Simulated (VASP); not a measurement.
# B (Pmmn) in VASP: a series of runs

Runs on B. Level: r2SCAN. Tasks: equation of state, elastic constants.

Program: VASP 6.6.1. These are calculated values, not measurements. Logs are shortened: lines on timing, memory, paths and dates and some standing lists are left out, and cuts for length are marked.

## Step 1: The structure

The structure is orthorhombic, space group Pmmn (No. 59). The conventional cell has a = 1.625 Å, b = 2.866 Å, c = 3.914 Å, α = 90.00°, β = 90.00°, γ = 90.00°. B (site symmetry mm2) is surrounded by 6 B at 1.62 to 1.86 Å.

The cell was built by a generator and needn't be a form met in nature.

## Step 2: Equation of state, r2SCAN, 8.57 Å³/atom (volume scaled by 0.94)

File INCAR:

```
PREC = Accurate ; ENCUT = 520
EDIFF = 1E-7 ; ISMEAR = -1
SIGMA = 0.05 ; LREAL = F
LASPH = T ; NELM = 60
ALGO = Normal ; ISIF = 2
LWAVE = F ; LCHARG = F
METAGGA = R2SCAN ; LMIXTAU = T
```

File KPOINTS:

```
regular mesh
0
Gamma
  16 9 7
```

File POSCAR:

```
B
1.0
    1.5913964088      0.0000000000      0.0000000000
    0.0000000000      2.8076407255      0.0000000000
    0.0000000000      0.0000000000      3.8344918640
B
2
Direct
    0.0000000000      0.5000000000      0.6092600000
    0.5000000000      0.0000000000      0.3907400000
```

Potentials or basis: VASP PAW PBE potentials, release 64 (B).

Launch:

```console
cat potpaw_PBE.64/B/POTCAR > POTCAR
mpirun -np 1 vasp_std > vasp.out
```

OUTCAR:

```text
PREC = Accurate
   ENCUT = 520
   EDIFF = 1E-7
   ISMEAR = -1
   LREAL = F
   LASPH = T
   NELM = 60
   ISIF = 2
   METAGGA = R2SCAN

 Found    180 irreducible k-points:

 Following reciprocal coordinates:
            Coordinates               Weight
  0.000000  0.000000  0.000000      1.000000
  0.062500  0.000000  0.000000      2.000000
  0.125000  0.000000  0.000000      2.000000
  0.187500  0.000000  0.000000      2.000000
  0.250000  0.000000  0.000000      2.000000
  0.312500  0.000000  0.000000      2.000000
   k-points           NKPTS =    180   k-points in BZ     NKDIM =    180   number of bands    NBANDS=      7
   number of dos      NEDOS =    301   number of ions     NIONS =      2
   total plane-waves  NPLWV =   8640
   dimension x,y,z NGX =    12 NGY =   24 NGZ =   30
   dimension x,y,z NGXF=    24 NGYF=   48 NGZF=   60
   ions per type =               2
   NGX,Y,Z   is equivalent  to a cutoff of  12.54, 14.21, 13.01 a.u.
   NGXF,Y,Z  is equivalent  to a cutoff of  25.07, 28.42, 26.01 a.u.
 SYSTEM =  unknown system
   PREC   = accura    normal or accurate (medium, high low for compatibility)
   ISTART =      0    job   : 0-new  1-cont  2-samecut
   ICHARG =      2    charge: 1-file 2-atom 10-const
   ISPIN  =      1    spin polarized calculation?
   LNONCOLLINEAR =      F non collinear calculations
   LSORBIT =      F    spin-orbit coupling
   LASPH  =      T    aspherical Exc in radial PAW
   ENCUT  =  520.0 eV  38.22 Ry    6.18 a.u.   2.96  5.22  7.13*2*pi/ulx,y,z
   NELM   =     60;   NELMIN=  2; NELMDL= -5     # of ELM steps
   EDIFF  = 0.1E-06   stopping-criterion for ELM
   LREAL  =      F    real-space projection
   EDIFFG = 0.1E-05   stopping-criterion for IOM
   NSW    =      0    number of steps for IOM
   IBRION =     -1    ionic relax: 0-MD 1-quasi-New 2-CG
   NFREE  =      0    steps in history (QN), initial steepest desc. (CG)
   ISIF   =      2    stress and relaxation
   ISYM   =      2    0-nonsym 1-usesym 2-fastsym
   POTIM  = 0.5000    time-step for ionic-motion
   TEBEG  =    0.0;   TEEND  =   0.0 temperature during run
   PSTRESS=    0.0 pullay stress
   NELECT =       6.0000    total number of electrons
   NUPDOWN=      -1.0000    fix difference up-down
   EMIN   =  10.00;   EMAX   =-10.00  energy-range for DOS
   EFERMI =   0.00;   METHOD = LEGACY
   ISMEAR =    -1;   SIGMA  =   0.05  broadening in eV -4-tet -1-fermi 0-gaus
   EFERMI_NEDOS =   21; number of points for ismear=-14 and -15
   IALGO  =     38    algorithm
   IMIX   =      4    mixing-type and parameters
     AMIX     =   0.40;   BMIX     =  1.00
     AMIX_MAG =   1.60;   BMIX_MAG =  1.00
  volume/ion in A,a.u.               =       8.57        57.81
  Fermi-wavevector in a.u.,A,eV,Ry     =   1.153939  2.180628 18.117166  1.331574
  Thomas-Fermi vector in A             =   2.290579
   LORBIT       =      0    0 simple, 1 ext, 2 COOP (PROOUT), +10 PAW based schemes
   METAGGA = R2SCAN    functional components
   LHFCALC =     F    Hartree Fock is set to
   AEXX    =    0.0000 exact exchange contribution
   IVDW    =     0    specifies the selected vdW correction
   LEPSILON=     F    determine dielectric tensor
   LRPA    =     F    only Hartree local field effects (RPA)
 non-spin polarized calculation
  energy-cutoff  :      520.00
  volume of cell :       17.13
 maximum number of plane-waves:       480
 NGX is ok and might be reduce to    12
   NGX =  5   NGY = 11   NGZ = 15

 number of electron       6.0000000 magnetization

 Free energy of the ion-electron system (eV)
  ---------------------------------------------------
  ext. energy  EPLUGINS =         0.00000000
  ---------------------------------------------------
  free energy    TOTEN  =       -13.68605155 eV

  energy without entropy =      -13.68305804  energy(sigma->0) =      -13.68455480

 E-fermi :   4.8935     XC(G=0): -11.1857

 val. band max:        4.8902224270   @ k =   0.3750   0.2222   0.4286
 cond. band min:       4.9162097987   @ k =   0.3125   0.0000   0.4286
 fundamental gap:      0.0259873718
 Fermi energy:         4.8935325178

 k-point     1 :       0.0000    0.0000    0.0000
  band No.  band energies     occupation
      1     -12.7632      2.00000
      2      -1.5940      2.00000
      3      -0.9470      2.00000
      4       2.1825      2.00000
      5       8.3831      0.00000
      6      14.0488      0.00000
      7      17.7722      0.00000

 k-point     2 :       0.0625    0.0000    0.0000
  band No.  band energies     occupation
      1     -12.5904      2.00000
      2      -1.4135      2.00000
      3      -0.7139      2.00000
      4       2.4168      2.00000
      5       8.4183      0.00000
      6      14.2587      0.00000
      7      17.8696      0.00000

 k-point     3 :       0.1250    0.0000    0.0000
  band No.  band energies     occupation
      1     -12.0744      2.00000
      2      -0.8903      2.00000
      3      -0.0157      2.00000
      4       3.1180      2.00000
      5       8.4964      0.00000
      6      14.8777      0.00000
      7      18.1304      0.00000

 k-point     4 :       0.1875    0.0000    0.0000
  band No.  band energies     occupation
      1     -11.2226      2.00000
      2      -0.0946      2.00000
      3       1.1444      2.00000
      4       4.2809      1.99999
      5       8.5383      0.00000
      6      15.8652      0.00000
      7      18.4445      0.00000

 k-point     5 :       0.2500    0.0000    0.0000
  band No.  band energies     occupation
      1     -10.0483      2.00000
      2       0.7851      2.00000
      3       2.7596      2.00000
      4       5.8931      0.00000
      5       8.4657      0.00000
      6      17.1062      0.00000
      7      18.5812      0.00000

 k-point     6 :       0.3125    0.0000    0.0000
  band No.  band energies     occupation
      1      -8.5727      2.00000
      2       1.2870      2.00000
      3       4.8175      1.64141
      4       7.9233      0.00000
      5       8.4611      0.00000
      6      17.4949      0.00000
      7      18.2163      0.00000

 [... further k-points ...]

------------------------ aborting loop because EDIFF is reached ----------------------------------------

  FORCE on cell =-STRESS in cart. coord.  units (eV):
  Direction    XX          YY          ZZ          XY          YZ          ZX
  --------------------------------------------------------------------------------------
  -------------------------------------------------------------------------------------
  Total        1.9500091      1.3463894      0.2565505      0.0000000      0.0000000      0.0000000
  in kB      182.3557613    125.9080577     23.9914106      0.0000000      0.0000000      0.0000000
  external PRESSURE =     110.7517432 kB  Pullay stress =       0.0000000 kB

 VOLUME and BASIS-vectors are now :
 -----------------------------------------------------------------------------
  energy-cutoff  :      520.00
  volume of cell :       17.13
      direct lattice vectors                 reciprocal lattice vectors
     1.591396409  0.000000000  0.000000000     0.628378947  0.000000000  0.000000000
     0.000000000  2.807640726  0.000000000     0.000000000  0.356170927  0.000000000
     0.000000000  0.000000000  3.834491864     0.000000000  0.000000000  0.260790748

 POSITION                                       TOTAL-FORCE (eV/Angst)
 -----------------------------------------------------------------------------------
      0.00000      1.40382      2.33620         0.000000      0.000000      0.294930
      0.79570      0.00000      1.49829         0.000000      0.000000     -0.294930
 -----------------------------------------------------------------------------------
    total drift:                                0.000000      0.000000      0.000000

  FREE ENERGIE OF THE ION-ELECTRON SYSTEM (eV)
  ---------------------------------------------------
  free  energy   TOTEN  =       -13.6860515534 eV

  energy  without entropy=      -13.6830580408  energy(sigma->0) =      -13.68455480
```

Run time: 31 s. Hardware: 1 thread of Intel Xeon 6975P-C (Granite Rapids), shared host; peak memory 0.13 GiB.

Results:

```yaml
Free_energy: -13.6861 eV
Pressure: 11.1 GPa
Largest_force: 0.295 eV/Å
Band_gap_on_the_k_mesh: none (metal or under the smearing width)
```

Caveat: the PAW data sets were made with another functional, which shifts forces and pressure a little.

## Step 3: Equation of state, r2SCAN, 8.75 Å³/atom (volume scaled by 0.96)

File INCAR:

```
ALGO = Normal
EDIFF = 1E-6
ENCUT = 520
ISIF = 2
ISMEAR = -1
LASPH = True
LCHARG = False
LMIXTAU = True
LREAL = False
LWAVE = False
METAGGA = R2SCAN
NELM = 60
PREC = Accurate
SIGMA = 0.05
```

File KPOINTS:

```
k-points
0
Gamma
  16 9 7
```

File POSCAR:

```
B
1.0
    1.6026037950      0.0000000000      0.0000000000
    0.0000000000      2.8274134947      0.0000000000
    0.0000000000      0.0000000000      3.8614962175
B
2
Direct
    0.0000000000      0.5000000000      0.6092600000
    0.5000000000      0.0000000000      0.3907400000
```

Potentials or basis: VASP PAW PBE potentials, release 64 (B).

Launch:

```console
cat potpaw_PBE.64/B/POTCAR > POTCAR
mpirun -np 1 vasp_std > vasp.out
```

Wall time 29 s (1 thread of Intel Xeon 6975P-C (Granite Rapids), shared host); peak memory 0.13 GiB.

It converged, with:

| Item | Value |
| --- | --- |
| Free energy | -13.7064 eV |
| Pressure | 6.6 GPa |
| Largest force | 0.204 eV/Å |
| Band gap on the k mesh | none (metal or under the smearing width) |

Caveat: the PAW data sets were made with another functional, which shifts forces and pressure a little.

## Step 4: Equation of state, r2SCAN, 8.93 Å³/atom (volume scaled by 0.98)

File INCAR:

```
SYSTEM = B
PREC = Accurate ; ENCUT = 520
EDIFF = 1E-6 ; ISMEAR = -1
SIGMA = 0.05 ; LREAL = .FALSE.
LASPH = .TRUE. ; NELM = 100
ALGO = Normal ; ISIF = 2
LWAVE = .FALSE. ; LCHARG = .FALSE.
METAGGA = R2SCAN ; LMIXTAU = .TRUE.
```

File KPOINTS:

```
regular mesh
0
G
  16 9 7
  0 0 0
```

File POSCAR:

```
B
1.0
    1.6136565842      0.0000000000      0.0000000000
    0.0000000000      2.8469135144      0.0000000000
    0.0000000000      0.0000000000      3.8881280675
B
2
Direct
    0.0000000000      0.5000000000      0.6092600000
    0.5000000000      0.0000000000      0.3907400000
```

Launch:

```console
cat potpaw_PBE.64/B/POTCAR > POTCAR
mpirun -np 1 vasp_std > vasp.out
```

It took 29 s on 1 thread of Intel Xeon 6975P-C (Granite Rapids), shared host; peak memory 0.13 GiB.

Results (log left out):

| Quantity | Value |
| --- | --- |
| Free energy | -13.7170 eV |
| Pressure | 2.5 GPa |
| Largest force | 0.120 eV/Å |
| Band gap on the k mesh | none (metal or under the smearing width) |

Caveat: the PAW data sets were made with another functional, which shifts forces and pressure a little.

## Step 5: Equation of state, r2SCAN, 9.30 Å³/atom (volume scaled by 1.02)

File INCAR:

```
PREC = Accurate ; ENCUT = 520
EDIFF = 1E-7 ; ISMEAR = -1
SIGMA = 0.05 ; LREAL = F
LASPH = T ; NELM = 80
ALGO = Normal ; ISIF = 2
LWAVE = F ; LCHARG = F
METAGGA = R2SCAN ; LMIXTAU = T
```

File KPOINTS:

```
regular mesh
0
Gamma
  16 9 7
```

File POSCAR:

```
B
1.0
    1.6353189890      0.0000000000      0.0000000000
    0.0000000000      2.8851316790      0.0000000000
    0.0000000000      0.0000000000      3.9403239343
B
2
Direct
    0.0000000000      0.5000000000      0.6092600000
    0.5000000000      0.0000000000      0.3907400000
```

Launch:

```console
cat potpaw_PBE.64/B/POTCAR > POTCAR
mpirun -np 1 vasp_std > vasp.out
```

Wall time 32 s (1 thread of Intel Xeon 6975P-C (Granite Rapids), shared host); peak memory 0.13 GiB.

Results (log left out):

```
Free energy            : -13.7120 eV
Pressure               : -4.7 GPa
Largest force          : 0.028 eV/Å
Band gap on the k mesh : none (metal or under the smearing width)
```

Caveat: the PAW data sets were made with another functional, which shifts forces and pressure a little.

## Step 6: Equation of state, r2SCAN, 9.48 Å³/atom (volume scaled by 1.04)

File INCAR:

```
PREC = Accurate ; ENCUT = 520
EDIFF = 1E-7 ; ISMEAR = -1
SIGMA = 0.05 ; LREAL = False
LASPH = True ; NELM = 80
ALGO = Normal ; ISIF = 2
LWAVE = False ; LCHARG = False
METAGGA = R2SCAN ; LMIXTAU = True
```

File KPOINTS:

```
Automatic mesh
0
Gamma
  16 9 7
```

File POSCAR:

```
B
1.0
    1.6459382411      0.0000000000      0.0000000000
    0.0000000000      2.9038668253      0.0000000000
    0.0000000000      0.0000000000      3.9659111703
B
2
Direct
    0.0000000000      0.5000000000      0.6092600000
    0.5000000000      0.0000000000      0.3907400000
```

Potentials or basis: VASP PAW PBE potentials, release 64 (B).

Launch:

```console
cat potpaw_PBE.64/B/POTCAR > POTCAR
mpirun -np 1 vasp_std > vasp.out
```

Wall time 31 s (1 thread of Intel Xeon 6975P-C (Granite Rapids), shared host); peak memory 0.13 GiB.

Results (log left out):

* Free energy: -13.6980 eV
* Pressure: -7.8 GPa
* Largest force: 0.095 eV/Å
* Band gap on the k mesh: none (metal or under the smearing width)

Caveat: the PAW data sets were made with another functional, which shifts forces and pressure a little.

## Step 7: Equation of state, r2SCAN, 9.66 Å³/atom (volume scaled by 1.06)

File INCAR:

```
  PREC = Accurate
  ENCUT = 520
  EDIFF = 1E-6
  ISMEAR = -1
  SIGMA = 0.05
  LREAL = F
  LASPH = T
  NELM = 60
  ALGO = Normal
  ISIF = 2
  LWAVE = F
  LCHARG = F
  METAGGA = R2SCAN
  LMIXTAU = T
```

KPOINTS is that of step 6.

File POSCAR:

```
B
1.0
    1.6564222068      0.0000000000      0.0000000000
    0.0000000000      2.9223632910      0.0000000000
    0.0000000000      0.0000000000      3.9911724321
B
2
Direct
    0.0000000000      0.5000000000      0.6092600000
    0.5000000000      0.0000000000      0.3907400000
```

Launch:

```console
cat potpaw_PBE.64/B/POTCAR > POTCAR
mpirun -np 1 vasp_std > vasp.out
```

It took 30 s on 1 thread of Intel Xeon 6975P-C (Granite Rapids), shared host; peak memory 0.14 GiB.

It converged, with:

* Free energy: -13.6771 eV
* Pressure: -10.7 GPa
* Largest force: 0.157 eV/Å
* Band gap on the k mesh: none (metal or under the smearing width)

Caveat: the PAW data sets were made with another functional, which shifts forces and pressure a little.

[end of part 1 of 2]
